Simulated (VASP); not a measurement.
# ZnAu: convergence, self-consistent run

ZnAu, P4mm (no. 99), 2 atoms in the cell. RevPBE; PAW potentials Au, Zn (PBE set). VASP 6.6.1. The cell is changed on purpose: last atom moved by 0.05 Å along z, cell strained by +1.0% along z.

Wanted: energy within 0.5 meV/atom; forces within 0.003 eV/Å.

What the run is for: forces; Accuracy asked: tight.

POSCAR:
```
ZnAu
1.0
    3.1470000000      0.0000000000      0.0000000000
    0.0000000000      3.1470000000      0.0000000000
    0.0000000000      0.0000000000      3.1784700000
Au Zn
1 1
Direct
    0.0000000000      0.0000000000      0.0000000000
    0.5000000000      0.5000000000      0.5158881500
```

The series start from Plane-wave cutoff (eV): 360; Smearing width (eV): 0.03; k-point mesh: 12 × 12 × 11; Precision mode (PREC): Accurate; Electronic threshold (eV): 1e-6; Bands in all (NBANDS): 22; Aspherical gradient terms in the spheres (LASPH): yes; Electronic algorithm: ALGO=Normal; Use of symmetry (ISYM): defaults; Delay and inner steps: defaults. Each series keeps the choices made before it, and each single choice may use up half of a tolerance.

## Plane-wave cutoff (eV)

| Plane-wave cutoff (eV) | Energy less reference (meV/atom) | Forces, largest deviation (eV/Å) | SCF iterations | Time (s) |
|---|---|---|---|---|
| 220 | 91.82 | 0.0056 | 12 | 11 |
| 280 | -2.36 | 0.0017 | 12 | 17 |
| 320 | -1.16 | 0.0021 | 12 | 18 |
| 360 | 0.78 | 0.0004 | 12 | 20 |
| 410 | 0.54 | 0.0011 | 12 | 29 |
| 480 | -0.22 | 0.0009 | 12 | 30 |
| 580 | -0.25 | 0.0000 | 12 | 48 |
| 720 (reference) | 0.00 | 0.0000 | 12 | 51 |

Chosen: 720; the next looser run is off by more than half of the tolerance, so convergence isn't shown beyond this value.

## Smearing width (eV)

| Smearing width (eV) | Energy less reference (meV/atom) | Forces, largest deviation (eV/Å) | SCF iterations | Time (s) |
|---|---|---|---|---|
| 0.15 | -0.46 | 0.0015 | 12 | 50 |
| 0.1 | -0.23 | 0.0011 | 12 | 51 |
| 0.07 | -0.09 | 0.0007 | 12 | 54 |
| 0.05 | -0.02 | 0.0004 | 12 | 52 |
| 0.03 | 0.00 | 0.0001 | 12 | 51 |
| 0.02 (reference) | 0.00 | 0.0000 | 12 | 54 |

Chosen: 0.1, the loosest value from which every tighter one stays within half of the tolerance.

## k-point mesh

| k-point mesh | Energy less reference (meV/atom) | Forces, largest deviation (eV/Å) | SCF iterations | Time (s) |
|---|---|---|---|---|
| 4 × 4 × 4 | 13.85 | 0.0148 | 12 | 7.0 |
| 5 × 5 × 5 | -8.82 | 0.0018 | 12 | 7.0 |
| 6 × 6 × 6 | 21.02 | 0.0021 | 12 | 14 |
| 8 × 8 × 8 | -1.77 | 0.0031 | 12 | 24 |
| 10 × 10 × 9 | 0.37 | 0.0015 | 12 | 33 |
| 12 × 12 × 11 | 0.91 | 0.0010 | 12 | 51 |
| 14 × 14 × 14 | 2.35 | 0.0004 | 12 | 90 |
| 16 × 16 × 16 (reference) | 0.00 | 0.0000 | 12 | 132 |

Chosen: 16 × 16 × 16; the next looser run is off by more than half of the tolerance, so convergence isn't shown beyond this value.

## Precision mode (PREC)

| Precision mode (PREC) | Energy less reference (meV/atom) | Forces, largest deviation (eV/Å) | SCF iterations | Time (s) |
|---|---|---|---|---|
| Low | -0.82 | 0.0104 | 12 | 86 |
| SingleN | -0.82 | 0.0104 | 12 | 91 |
| Normal | 0.02 | 0.0009 | 12 | 84 |
| Accurate (reference) | 0.00 | 0.0000 | 12 | 132 |

Chosen: Normal.

## Electronic threshold (eV)

| Electronic threshold (eV) | Energy less reference (meV/atom) | Forces, largest deviation (eV/Å) | SCF iterations | Time (s) |
|---|---|---|---|---|
| 0.001 | 0.01 | 0.0024 | 9 | 66 |
| 0.0001 | 0.01 | 0.0017 | 9 | 70 |
| 1e-5 | 0.00 | 0.0001 | 11 | 78 |
| 1e-6 | 0.00 | 0.0001 | 12 | 84 |
| 1e-7 | 0.00 | 0.0001 | 13 | 99 |
| 1e-8 (reference) | 0.00 | 0.0000 | 15 | 116 |

Chosen: 1e-5.

## Bands in all (NBANDS)

| Bands in all (NBANDS) | Energy less reference (meV/atom) | Forces, largest deviation (eV/Å) | SCF iterations | Time (s) |
|---|---|---|---|---|
| 13 | 0.00 | 0.0002 | 11 | 51 |
| 14 | 0.00 | 0.0003 | 11 | 53 |
| 16 | 0.00 | 0.0005 | 11 | 64 |
| 18 | 0.00 | 0.0004 | 11 | 75 |
| 22 | 0.00 | 0.0000 | 11 | 78 |
| 32 (reference) | 0.00 | 0.0000 | 11 | 146 |

Chosen: 13.

## Aspherical gradient terms in the spheres (LASPH)

| Aspherical gradient terms in the spheres (LASPH) | Energy less reference (meV/atom) | Forces, largest deviation (eV/Å) | SCF iterations | Time (s) |
|---|---|---|---|---|
| yes | 0.00 | 0.0000 | 11 | 51 |
| no | 0.10 | 0.0014 | 11 | 56 |

Chosen: yes; no other choice that stays within half of the tolerance saves 30 % of the time.

## Electronic algorithm

| Electronic algorithm | Energy less reference (meV/atom) | Forces, largest deviation (eV/Å) | SCF iterations | Time (s) |
|---|---|---|---|---|
| ALGO=Normal | 0.00 | 0.0000 | 11 | 51 |
| ALGO=Fast | 0.00 | 0.0006 | 13 | 65 |
| ALGO=VeryFast | 0.00 | 0.0014 | 18 | 79 |
| ALGO=All ISEARCH=1 | 0.00 | 0.0016 | 13 | 57 |
| ALGO=All ISEARCH=0 | 0.00 | 0.0016 | 13 | 57 |
| ALGO=Damped TIME=0.4 | 0.00 | 0.0000 | 20 | 66 |
| ALGO=Damped TIME=0.1 | 0.00 | 0.0002 | 34 | 99 |
| ALGO=Old Fast | 0.00 | 0.0001 | 11 | 49 |

Chosen: ALGO=Normal.

## Use of symmetry (ISYM)

| Use of symmetry (ISYM) | Energy less reference (meV/atom) | Forces, largest deviation (eV/Å) | SCF iterations | Time (s) |
|---|---|---|---|---|
| defaults | 0.00 | 0.0000 | 11 | 51 |
| ISYM=1 | 0.00 | 0.0000 | 11 | 48 |
| ISYM=0 | 0.00 | 0.0000 | 11 | 266 |
| ISYM=-1 | 0.00 | 0.0000 | 11 | 471 |

Chosen: defaults.

## Delay and inner steps

| Delay and inner steps | Energy less reference (meV/atom) | Forces, largest deviation (eV/Å) | SCF iterations | Time (s) |
|---|---|---|---|---|
| defaults | 0.00 | 0.0000 | 11 | 51 |
| NELMDL=-2 | 0.00 | 0.0004 | 9 | 43 |
| NELMDL=-8 | 0.00 | 0.0001 | 14 | 58 |
| NELMDL=-12 | 0.00 | 0.0000 | 18 | 67 |
| NRMM=2 | 0.00 | 0.0001 | 11 | 45 |
| NRMM=6 | 0.00 | 0.0000 | 11 | 45 |
| WEIMIN=0.001 | 0.00 | 0.0000 | 11 | 44 |

Chosen: defaults.

## All choices together

| Input | Energy less reference (meV/atom) | Forces, largest deviation (eV/Å) | Time (s) |
|---|---|---|---|
| the program's defaults (naive) | 15.57 | 0.0127 | 1.0 |
| chosen settings | 0.00 | 0.0009 | 51 |
| reference settings throughout | 0.00 | 0.0000 | 219 |

The chosen settings stay within the tolerance of the reference run, but the reference itself isn't shown to be converged in: Plane-wave cutoff (eV), k-point mesh.

Values of the reference run: Forces: 0, 0, 0.1951, 0, 0, -0.1951 eV/Å.

## The input

INCAR:
```
SYSTEM = ZnAu
  GGA = RE
  ISMEAR = -1
  SIGMA = 0.1
  LWAVE = .False.
  LCHARG = .False.
  ISIF = 2
  PREC = Normal
  LASPH = .True.
  LREAL = .False.
  ALGO = Normal
  EDIFF = 1E-5
  NELM = 120
  GGA_COMPAT = .False.
  ENCUT = 720
  NBANDS = 13
```

KPOINTS:
```
Automatic mesh
0
Gamma
  16 16 16
  0 0 0
```

Commands:
```
cat potpaw_PBE.64/Au/POTCAR potpaw_PBE.64/Zn/POTCAR > POTCAR
mpirun -np 1 vasp_std > vasp.out
```

The chosen input took VASP 6.6.1 51 s on 1 core (AMD EPYC 9R45 (Zen 5)), a shared host.

## An input that fails: smearing far too wide

It runs to its end, but against the unchanged starting input it is off by 14.03 meV/atom in the energy, 0.0007 eV/Å in the forces.

Changes against the starting input:
```
- ISMEAR = -1
- SIGMA = 0.03
- NELM = 120
+ ISMEAR = 1
+ SIGMA = 2.0
+ NELM = 62
```
